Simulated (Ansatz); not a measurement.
# Ge5H2: the cost of one run

Computed with Ansatz 0.2.0 (DFT PBE, scalar-relativistic, plane waves, PAW, unless a step's input says otherwise).

1 further run of the same task is left out (set aside as unsound or not needed).

**1. The system as given**

It takes space group Pm (No. 6, monoclinic). The conventional cell has a = 8.147 Å, b = 8.147 Å, c = 19.518 Å, α = 90.00°, β = 90.00°, γ = 90.00°. Around Ge (site symmetry m) lie 2 H at 1.54 Å. Around Ge (site symmetry m) lie 4 Ge at 2.49 to 2.52 Å. Around Ge (site symmetry m) lie 4 Ge at 2.49 to 2.50 Å. Ge (site symmetry m) has 4 Ge at 2.47 to 2.49 Å as nearest neighbours. Only part of the 20 independent sites is listed.

Coordinates:

```xyz
28
Lattice="8.1474 0.0000 0.0000 0.0000 8.1474 0.0000 0.0000 0.0000 19.5175" Properties=species:S:1:pos:R:3 pbc="T T T"
Ge    4.0737    4.0737    4.9064
Ge    4.0737    0.0000    4.9064
Ge    0.0000    4.0737    4.9064
Ge    0.0000    0.0000    4.9064
Ge    6.1105    4.0737    6.3467
Ge    6.1105    0.0000    6.3467
Ge    2.0368    4.0737    6.3467
Ge    2.0368    0.0000    6.3467
Ge    6.1130    6.1099    7.8308
Ge    6.1130    2.0375    7.8308
Ge    2.0453    6.1238    7.7691
Ge    2.0453    2.0235    7.7691
Ge    0.0285    5.9594    9.2838
Ge    0.0285    2.1880    9.2838
Ge    4.0632    5.9088    9.2844
Ge    4.0632    2.2386    9.2844
Ge    0.7844    0.0000   10.1815
Ge    0.6900    4.0737   11.0545
Ge    3.2597    0.0000    9.9444
Ge    3.4658    4.0737   10.9550
H     4.1421    5.2975    3.9696
H     4.1421    2.8499    3.9696
H     4.1421    1.2238    3.9696
H     4.1421   -1.2238    3.9696
H    -0.0684    2.8499    3.9696
H    -0.0684    5.2975    3.9696
H    -0.0684   -1.2238    3.9696
H    -0.0684    1.2238    3.9696
```

This is the geometry of the first run shown, built on a cell relaxed beforehand with the same method.

**2. The scan**

Atoms count from 1 in the order of the input.

Two atoms of the surface dimers are held at set heights.

- height of Ge17 above its place in the flat dimer: 7 values from −0.669 to 0.647 Å
- height of Ge18 above its place in the flat dimer: 7 values from −0.669 to 0.647 Å

Relaxed at each point: all atoms of the upper layers, but for the two heights. Points are written as (first, second).

**3. The run at (−0.226 Å, 0.647 Å)**

input.yaml reads:

```yaml
crystal:
  lattice:
    - [8.1473826809, 0.0, 0.0]
    - [0.0, 8.1473826809, 0.0]
    - [0.0, 0.0, 19.5175094652]
  atoms:
    - { symbol: Ge, position: [0.5, 0.5, 0.2513865784] }
    - { symbol: Ge, position: [0.5, 0.0, 0.2513865784] }
    - { symbol: Ge, position: [0.0, 0.5, 0.2513865784] }
    - { symbol: Ge, position: [0.0, 0.0, 0.2513865784] }
    - { symbol: Ge, position: [0.75, 0.5, 0.3251801834] }
    - { symbol: Ge, position: [0.75, 0.0, 0.3251801834] }
    - { symbol: Ge, position: [0.25, 0.5, 0.3251801834] }
    - { symbol: Ge, position: [0.25, 0.0, 0.3251801834] }
    - { symbol: Ge, position: [0.7502968335, 0.7499251325, 0.4012182671] }
    - { symbol: Ge, position: [0.7502968335, 0.2500748675, 0.4012182671] }
    - { symbol: Ge, position: [0.2510385656, 0.7516332756, 0.3980559509] }
    - { symbol: Ge, position: [0.2510385656, 0.2483667244, 0.3980559509] }
    - { symbol: Ge, position: [0.0034969743, 0.7314477304, 0.4756627461] }
    - { symbol: Ge, position: [0.0034969743, 0.2685522697, 0.4756627461] }
    - { symbol: Ge, position: [0.4987122588, 0.7252373147, 0.4756984492] }
    - { symbol: Ge, position: [0.4987122588, 0.2747626853, 0.4756984492] }
    - { symbol: Ge, position: [0.0962702083, 0.0, 0.5216613455] }
    - { symbol: Ge, position: [0.0846911449, 0.5, 0.5663904131] }
    - { symbol: Ge, position: [0.400097713, 0.0, 0.5095099497] }
    - { symbol: Ge, position: [0.4253912867, 0.5, 0.5612921147] }
    - { symbol: H, position: [0.5083944213, 0.650208335, 0.2033868863] }
    - { symbol: H, position: [0.5083944213, 0.349791665, 0.2033868863] }
    - { symbol: H, position: [0.5083944213, 0.150208335, 0.2033868863] }
    - { symbol: H, position: [0.5083944213, -0.150208335, 0.2033868863] }
    - { symbol: H, position: [-0.0083944213, 0.349791665, 0.2033868863] }
    - { symbol: H, position: [-0.0083944213, 0.650208335, 0.2033868863] }
    - { symbol: H, position: [-0.0083944213, -0.150208335, 0.2033868863] }
    - { symbol: H, position: [-0.0083944213, 0.150208335, 0.2033868863] }
basis:
  ecutwfc: 420
kpoints:
  mp_grid: { grid: [3, 3, 1] }
hamiltonian:
  xc: pbe
scf:
  occupations: { method: gaussian, width: 0.05 }
output:
  forces: true
  eigenvalues: true
relax:
  adjacent_minimum: "off"
  f_tol: 0.03
  max_steps: 30
  constraints:
    - { sites: [0, 1, 2, 3, 4, 5, 6, 7, 20, 21, 22, 23, 24, 25, 26, 27] }
    - { sites: [16, 17], fix: z }
efield:
  axis: 3
  dipole_correction: true
  ramp_width: 0.04
```

On the command line:

```console
$ ansatz run input.yaml --threads 4 --pin off --max-ram 12288MiB --backend cpu --events-out ev --progress --plain --runs-dir out
```

Q: Estimate wall time and peak memory on 4 threads of Arm Neoverse V1, shared host.

About 6.3 min, with a peak of 3.5 GiB.
